## Steady energy, wayward gap: the basis cutoff in strontium oxide

A larger basis set describes the electrons better, so every computed property ought to glide towards its final value, quickly at first and then ever more slowly. By that reasoning the total energy and the band gap of strontium oxide should settle together. The table follows both while the number of plane waves in an all-electron calculation is raised and the crystal stays fixed.

SIRIUS 7.12.0 all-electron FP-LAPW calculations with PBEsol for SrO at fixed geometry, without spin-orbit coupling, on a 9×9×9 k mesh with Fermi-Dirac smearing of 0.05 eV. The sweep value scales the plane-wave cutoff, which is 4.73 bohr⁻¹ at 1.05; the sphere radii are 1.6 bohr for O and 2.54 bohr for Sr. Energies are free energies.

| sweep value | energy less tightest (meV/atom) | gap (eV) |
| --- | --- | --- |
| 0.55 | 1998.2 | 3.430 |
| 0.65 | 662.5 | 3.350 |
| 0.75 | 200.7 | 3.311 |
| 0.85 | 60.0 | 3.254 |
| 0.95 | 13.3 | 3.267 |
| 1.05 | 0.0 | 3.261 |

The sweep value multiplies the plane-wave cutoff, and energies are counted from the last row, which is therefore zero by construction. The energy behaves as hoped: each step lowers it, by less each time. The gap does not. It falls to 3.254 eV at sweep value 0.85, rises in the next row and dips slightly in the last. A likely reason is that the energy gathers up all the occupied states of the crystal, whereas the gap is the difference between just two levels.

### What the plane waves have to do

Near a nucleus an electron's wave function varies sharply, and plane waves would describe it very poorly. The method therefore draws a sphere around each atom and uses atom-like radial functions inside it. Plane waves serve only in the space between the spheres, where the wave function is smooth, and they must join the radial functions at each sphere's surface.

This division of labour explains why the error falls so fast. What the plane waves would do inside a sphere is irrelevant, since the radial functions take over there. They need to follow only a function that continues gently through the sphere, without the sharp structure at the nucleus. Such a function contains little of the short wavelengths, and its content dies away rapidly once the wavelength is small compared with the sphere.

The natural measure of basis quality is thus the product $x = RK$, where $K$ is the largest wave number in the basis and $R$ the radius of the smallest sphere, here that of oxygen. The same argument tells what to do in a related oxide: if the oxygen sphere must be made smaller, $K$ has to rise in proportion to keep a similar accuracy. The larger strontium sphere is less demanding, because the same $K$ gives it a larger product.

The direction of the energy change has a separate reason. The ground-state energy is a minimum over all the trial functions that the basis allows. Adding plane waves widens the choice, so the energy goes down.

### A constant factor per step

The simplest law for such a rapid decay is an exponential. If $E_\infty$ is the energy for a complete set of plane waves, then

$$E(x) - E_\infty = A\,e^{-bx},$$

with $A$ the size of the error and $b$ its rate of decay. The limit $E_\infty$ is unknown, but it disappears from the difference between neighbouring rows. For equal steps $\Delta$ in $x$, each drop in energy is then smaller than the one before by the same factor, $f = e^{b\Delta}$.

The exponential was fitted to the five drops between neighbouring rows, and so was a power law for comparison; the printed analysis stands at the very end, after the last section. The observed factors lie between 2.9 and 3.5 and show no steady decline along the sweep. A power law would need them to fall from 4.0 to 2.6, so the exponential is clearly the better description. Five drops are too few to tell it from a slightly curved law, and the argument about smooth functions promises a fast decay rather than this exact form.

The constant factor also gives an estimate of how far the last row still is from the limit. The fit yields $b = 1.6$ and the step is $\Delta = 0.72$, so that $f = 3.16$. The last drop was 13.3 meV/atom, and all the drops still to come form a geometric series:

$$\frac{13.3}{f} + \frac{13.3}{f^2} + \dots = \frac{13.3}{f-1} = \frac{13.3}{2.16} \approx 6\ \text{meV/atom}.$$

The last drop was itself part of the fit, and the result holds only if the factor persists beyond the table. The smallest and largest observed factors would give 7 and 5 meV/atom. The zero in the last row therefore marks the best calculation of the set, with an error of several meV/atom probably still in it. The row before it is then about 19 meV/atom above the limit, not 13.

### Why the gap takes its own path

The gap is the distance between the highest occupied and the lowest empty level. A better basis tends to lower both, and the gap shrinks or grows according to which of them moves further. No minimum principle governs such a difference. Much of the error can cancel in it, and what remains may have either sign.

In strontium oxide the two levels belong to electron waves of different wave vector. With density functionals of this kind the highest occupied level lies at the centre of the Brillouin zone, called $\Gamma$, and the lowest empty one at or near the zone boundary point X. The results used here do not name the two wave vectors, so this is taken from general knowledge of the compound. Each wave vector has its own set of plane waves, and these sets do not grow in step.

At $\Gamma$ the growth is especially uneven. The cubic symmetry makes many plane waves there equal in wavelength, so that they enter the basis together, as a shell. Between two shells a higher cutoff adds nothing. At a less symmetric wave vector the shells split into smaller groups, which enter one after another, and the basis grows more evenly.

Counting these shells, as is done in the same analysis at the end, shows how uneven the growth is in this sweep. From 0.75 to 0.85 the basis at $\Gamma$ gains only 12 plane waves, while the average over the zone gains 68. In the next step $\Gamma$ catches up, with 126 new waves against an average of 86. The count can be trusted: it differs from the basis size reported by the program by 84 functions in every row, as it should if a fixed set of local orbitals is added to the plane waves.

The gap has its irregularity in just these two steps. When $\Gamma$ gains almost nothing, the occupied level there should hardly improve, while the empty level near X, whose own basis keeps growing, should still move down. The gap then shrinks by 57 meV, more than the 39 meV of the step before, although the energy gain is much smaller. When $\Gamma$ catches up, the occupied level should fall further than the empty one, and the gap widens by 13 meV. In the last step both sets grow about equally, and the gap changes by only 6 meV.

The shell count and the gap changes are results of the calculation; the link between them is an inference. It could be tested by following the two levels separately through the sweep in one fixed potential, so that only the basis changes: from 0.75 to 0.85 the occupied one should stay nearly still.

The large fall of the gap at the start needs another cause. In the first step $\Gamma$ gains more plane waves than the average, which should favour the occupied level and widen the gap, yet the gap shrinks by 80 meV. In the second step the two gains are nearly equal, and the gap still shrinks by 39 meV. Both times the empty level must have come down relative to the occupied one, but the results do not show why. Each row also has its own self-consistent potential, and with a very coarse basis that potential can shift the two levels by different amounts.

### Why the energy hides the shells

The total energy also contains the contribution of $\Gamma$, with its late and sudden shells. But it adds up the occupied states at all wave vectors of the mesh, and the shells enter at a different cutoff for each of them. In the sum the jumps blur into a smooth growth, and the average number of plane waves rises simply as the cube of the cutoff. An energy averaged in this way can follow a simple law, while a difference between two single levels keeps the marks of individual shells.

For practical work this means that a settled gap is no evidence of a settled energy. At 0.85 the gap is already within 10 meV of its value in the last row, while the energy is still 60 meV/atom too high by the same measure. Even the closeness of the gap is partly luck: on its way down from 0.75 it has crossed the value of the last row, and by the explanation above the occupied level still lags behind. Only the two tighter rows show that the gap has settled to within one or two hundredths of an electronvolt, so a sweep should run past the first row that looks good.

A gap that no longer changes with the basis may still be wrong for other reasons. A mesh with nine divisions that contains $\Gamma$ passes close to X but does not include it, and the density functional used here is known to give gaps well below the measured ones. More plane waves cure neither fault.

Output of the analysis:

```
fit of ld on 5 rows (scale > 0.6): constant 14.15 +/- 0.14, coefficient of RKmid -1.597 +/- 0.025; rms 0.0436, worst 0.95 -0.0527, leave-one-out rms 0.0896
fit of ld on 5 rows (scale > 0.6): constant 2.795 +/- 0.15, coefficient of lmid -8.976 +/- 0.51; rms 0.16, worst 1.05 0.207, leave-one-out rms 0.342
energy steps:
   row  radius times cutoff  drop from row before (meV/atom)  shrink factor of drops  same by power law
  0.55                3.964                              n/a                     n/a                n/a
  0.65                4.685                             1336                     n/a                n/a
  0.75                5.406                            461.8                   2.892              3.989
  0.85                6.126                            140.7                   3.282              3.315
  0.95                6.847                             46.7                   3.013              2.878
  1.05                7.568                             13.3                   3.511              2.575
shrink factor per step of 0.1 in the exponential fit: 3.161
error left in the tightest row if the fitted factor persists (meV/atom): 6.153
the same with the smallest factor seen (meV/atom): 7.028
the same with the largest factor seen (meV/atom): 5.296
waves and gap:
   row  plane waves at Gamma  zone average  gain at Gamma  average gain  gap change (meV)  gap less tightest (meV)
  0.55                    59         58.57            n/a           n/a               n/a                      169
  0.65                   113         96.67             54         38.11               -80                       89
  0.75                   169         148.5             56         51.83               -39                       50
  0.85                   181         216.2             12         67.67               -57                       -7
  0.95                   307         301.8            126         85.63                13                        6
  1.05                   411         407.5            104         105.7                -6                        0
basis functions beyond the plane waves at Gamma, mean over rows: 84
```
